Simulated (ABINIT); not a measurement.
Set up this calculation in ABINIT 10.8.3 (patched build), as the native input.

* Task: equation of state
* Functional: PBEsol
* Potentials or basis: JTH PAW PBE v2.0
* Cutoff: 381 eV
* k mesh: 10 × 10 × 8
* Occupations: fermi-dirac, width 0.05 eV
* Spin: no spin polarisation
* Fine-grid cutoff: 761.919 eV
* Exchange and correlation inside the PAW spheres: full angular mesh (pawxcdev 0, this build's default; the released program takes 1)

The system is HfB2.

```
Hf B
1.0
     3.14000    0.00000    0.00000
    -1.57000    2.71932    0.00000
     0.00000    0.00000    3.48000
Hf B
1 2
Direct
  0.00000 0.00000 0.00000
  0.66667 0.33333 0.50000
  0.33333 0.66667 0.50000
```

These files were run (other wordings do the same):

run.abi

```
ndtset 7
getwfk -1
scalecart1 3*0.9795861087
scalecart2 3*0.9864848297
scalecart3 3*0.9932883884
scalecart4 3*1.0000000000
scalecart5 3*1.0066227096
scalecart6 3*1.0131594038
scalecart7 3*1.0196128224

pp_dirpath "./"
pseudos "Hf.GGA_PBE-JTH.xml, B.GGA_PBE-JTH.xml"

acell 5.9337400313 5.9337400314 6.5762469137
rprim
     1.0000000000     0.0000000000     0.0000000000
    -0.5000000000     0.8660254038     0.0000000000
     0.0000000000     0.0000000000     1.0000000000
ntypat 2
znucl 72 5
natom 3
typat 1 2 2
xred
     0.0000000000     0.0000000000     0.0000000000
     0.6666666667     0.3333333333     0.5000000000
     0.3333333333     0.6666666667     0.5000000000

ecut 380.959407 eV
pawecutdg 28.0

kptopt 1
ngkpt 10 10 8
nshiftk 1
shiftk 0.0 0.0 0.0

ixc -116133

nband 13
occopt 3
tsmear 0.00183747

nstep 100
tolvrs 1.0e-9

iomode 3
prtwf 1
prtden 0
prteig 0
prtebands 0
enunit 2
```

Potentials or basis: JTH PAW PBE v2.0.

Command:

```console
$ abinit run.abi > log 2>&1
```

Results of the run:

```json
{
  "Equilibrium volume": "9.76 Å³/atom (rough: see the caveat)",
  "Bulk modulus at fixed shape and positions": "264 GPa (rough)"
}
```

Caveat: the cutoff is too short for stress, so the log's stress isn't used; pressures at fixed basis lie under the slope of the energies; the cell was scaled at fixed shape and fractional positions, which overstates the stiffness of a crystal with free parameters, most of all of layers and chains; the PAW data sets were made with another functional, which shifts forces and pressure a little; the fit is rough or its minimum lies at the end of the range; the atomic spheres overlap.

Wall time 100 s on 1 thread of Arm Neoverse V1, with other jobs on the host, peak memory 0.14 GiB.
